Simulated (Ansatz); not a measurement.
Be: strain and displacement

```
CELL_PARAMETERS angstrom
2.26478 0.00000 0.00000
-1.13239 1.96136 0.00000
0.00000 0.00000 3.57410
ATOMIC_POSITIONS crystal
Be 0.33333 0.66667 0.75000
Be 0.66667 0.33333 0.25000
```

Atom numbers follow the list: Be1, Be2.

Structure from Materials Project entry mp-87 (possibly hypothetical), not relaxed further.

Level of theory: DFT, PBEsol, all-electron LAPW, scalar-relativistic in Ansatz 0.2.0.

The runs use a Γ-centred 21×21×11 k mesh, Fermi–Dirac smearing of 0.05 eV, basis error target 0.5 meV/atom, no spin polarisation.

The unchanged cell is at -1.68 GPa.

In a metal, stresses and small energies carry noise from the k mesh.

x, y and z are the Cartesian axes of the cell as listed; fractional coordinates follow a strain, and an engineering shear is twice the off-diagonal strain component.

With z strained by -3 % at fixed volume: energy change +11 meV/atom; stress change (xx, yy, zz, yz, xz, xy) -3.95, -3.95, 10.21, 0.00, 0.00, 0.00 GPa, compression positive.

With this change (equal xy, yz and zx engineering shear strains of +1 %), what becomes of the energy and stress and forces?

Energy change +1 meV/atom; stress change (xx, yy, zz, yz, xz, xy) -0.03, 0.05, 0.07, -1.58, -1.58, -1.01 GPa, compression positive; change of the force on Be1 (-0.027, 0.001, 0.001) eV/Å.

With this change (atom 2 (Be) moved by (0.1200, 0.0000, 0.0000) Å), what becomes of the energy and stress and forces?

Energy change +12 meV/atom; stress change (xx, yy, zz, yz, xz, xy) -0.23, 0.13, 0.91, 0.00, 0.00, 3.34 GPa, compression positive; change of the force on Be2 (-0.414, -0.057, 0.000) eV/Å.

What force constant does this one finite step give for Be2 along its displacement (all its periodic images move with it)?

k = −ΔF·u/|u|² = 3.45 eV/Å², so the force pulls the atom back.
